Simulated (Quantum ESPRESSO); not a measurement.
The system is BN.

```
N B
1.0
     0.00000    1.81300    1.81300
     1.81300    0.00000    1.81300
     1.81300    1.81300    0.00000
N B
1 1
Direct
  0.25000 0.25000 0.25000
  0.00000 0.00000 0.00000
```

The cell is a database's computed one.

Base run:

```yaml
Program: Quantum ESPRESSO 7.5
Functional: WC
Potentials_or_basis: GBRV 1.5 PBE
Cutoff: 612 eV
Density_cutoff: 4898 eV
k_mesh: 10 × 10 × 10, shifted
Occupations: fermi-dirac, width 0.05 eV
Spin: no spin polarisation
```

Its results: pressure -5.3 GPa; electronic dielectric tensor (diagonal) 4.65.

Problem. After a change of settings the same cell gave: pressure 8.6 GPa; electronic dielectric tensor (diagonal) 4.51. Which change was it?
A. functional from WC to LDA; potentials or basis from GBRV 1.5 PBE to GBRV 1.5 LDA
B. functional from WC to BLYP
C. functional from WC to AM05
D. functional from WC to PBEsol; potentials or basis from GBRV 1.5 PBE to GBRV 1.5 PBEsol

Solution. B.

BLYP binds less tightly than WC, so the same cell stands under more pressure.

Caveats: the potentials were made for another functional, which shifts forces and pressure; the cell is more than 3 GPa from zero pressure, which shifts response properties.

Runs at the PBE level aren't shown here.
